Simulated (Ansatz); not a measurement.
## Sb under changes of volume

One of the cells (26.666 Å³/atom); the others are scaled copies at fixed shape and fractional positions:

```
CELL_PARAMETERS angstrom
0.00000 2.37124 2.37124
2.37124 0.00000 2.37124
2.37124 2.37124 0.00000
ATOMIC_POSITIONS crystal
Sb 0.00000 0.00000 0.00000
```

This isn't the form of Sb at room conditions, which is rhombohedral.

| Quantity | Value |
| --- | --- |
| Program | Ansatz 0.2.0 |
| Functional | HSE06 |
| Potentials or basis | Ansatz PAW |
| Cutoff | 420 eV (not typed: the program's choice for these potentials) |
| k mesh | 6 × 6 × 6 |
| Occupations | fermi-dirac, width 0.05 eV |
| Spin | no spin polarisation |

```tsv
volume (Å³/atom)	energy over the lowest point (meV/atom)	pressure (GPa)
25.066	17.76	4.2
25.599	6.47	2.6
26.133	0.80	1.1
26.666	0.00	-0.2
27.199	3.39	-1.4
27.733	10.31	-2.5
28.266	?	?
```

Question: What does the run at 28.266 Å³/atom give?

Answer: Energy over the lowest point 20.34 meV/atom; pressure -3.4 GPa.

Worked out: A Birch-Murnaghan fit of order 3 (a polynomial in V^(-2/3)) to the other rows has its minimum at 26.49 Å³/atom with B0 = V·E''(V) = 65 GPa and B' = 6.7. It gives 20.27 meV/atom at 28.266 Å³/atom, against the run's 20.34, and -dE/dV = -3.4 GPa, against -3.4.

Energies are extrapolated to zero smearing.

Caveats: all runs use coarse meshes; the PAW data sets come from PBE, with cores solved anew for the run's functional, which leaves a small shift of forces and pressure; the thresholds are loose for stress.
